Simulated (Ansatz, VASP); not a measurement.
## Cs in VASP and in Ansatz

```xyz
1
Lattice="-2.7501 2.7501 4.0972 2.7501 -2.7501 4.0972 2.7501 2.7501 -4.0972" Properties=species:S:1:pos:R:3 pbc="T T T"
Cs    0.0000    0.0000    0.0000
```

This isn't the form of Cs at room conditions, which is bcc.

Alike in both runs: task single point; functional LDA; k mesh 6 × 6 × 6; occupations gaussian, width 0.1 eV; no spin polarisation.

|  | VASP | Ansatz |
| --- | --- | --- |
| version | VASP 6.6.1 | Ansatz 0.2.0 |
| potentials or method | VASP PAW LDA potentials, release 64 (Cs_sv) | scalar-relativistic, plane waves, PAW |
| plane-wave cutoff (eV) | 520 | 420 |
| valence electrons in the cell | 9 | 9 |

|  | VASP | Ansatz | Ansatz less VASP |
| --- | --- | --- | --- |
| gap on the k mesh at the Fermi level (eV) | none | none | - |
| pressure (GPa) | -0.4 | -0.4 | +0.01 |

A gap of «none» marks a metal or a gap that the smearing closes.

The runs have no spin-orbit coupling, so splittings on Cs are missing.
